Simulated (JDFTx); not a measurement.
Wanted: the native input for a JDFTx 1.7.0 (patched build) run.

* Task: single point
* Functional: PBEsol
* Potentials or basis: PseudoDojo-SR-PBEsol-0.4.1-standard with smoothed tails
* Cutoff: 898 eV
* Density cutoff: 7184 eV
* k mesh: 7 × 7 × 7
* Occupations: gaussian, width 0.02 eV
* Spin: no spin polarisation
* Local potential set to -Z/r beyond: 6 bohr
* Bands: 22
* Density cutoff over wavefunction cutoff: 8
* Max SCF steps: 100
* SCF threshold on the energy: 1e-09 Ha
* Solver of the electrons: scf
* Further solve for the empty bands: yes

The system is Bi.

```
CELL_PARAMETERS angstrom
2.26750 1.30914 3.93800
-2.26750 1.30914 3.93800
0.00000 -2.61828 3.93800
ATOMIC_POSITIONS crystal
Bi 0.76600 0.76600 0.76600
Bi 0.23400 0.23400 0.23400
```

One way to write it, as run:

Bi.in

```
lattice \
    4.2849539876    -4.2849539876     0.0000000000 \
    2.4739193382     2.4739193382    -4.9478386764 \
    7.4417414788     7.4417414788     7.4417414788
coords-type Cartesian
ion Bi     0.0000000000     0.0000000000    17.1011219182 1
ion Bi     0.0000000000     0.0000000000     5.2241025181 1

ion-species pseudo/Bi.upf
elec-cutoff 33 264
elec-ex-corr gga-PBEsol
kpoint-folding 7 7 7
elec-smearing Gauss 0.00036749322
elec-n-bands 22
electronic-SCF nIterations 100 energyDiffThreshold 1e-09
electronic-minimize nIterations 30 energyDiffThreshold 1e-7
converge-empty-states yes
forces-output-coords Cartesian

dump-name run.$VAR
dump End Ecomponents EigStats BandEigs Kpoints Forces Stress
```

Potentials or basis: PseudoDojo-SR-PBEsol-0.4.1-standard with smoothed tails.

Run with:

```bash
$ jdftx -c 1 -i Bi.in -o Bi.out
```

Results of the run:

- Pressure: -0.3 GPa
- Largest force: 0.147 eV/Å
- Band gap on the k mesh: 0.26 eV, indirect (least direct gap 0.52 eV)

Caveat: spin-orbit coupling is left out, which as a rule narrows the gap of such compounds by several tenths of an eV; an odd mesh through Γ misses points on the zone boundary, where band edges often lie.

Run time: 3.3 min on 1 thread of Arm Neoverse V2, with other jobs on the host, peak memory 0.24 GiB.
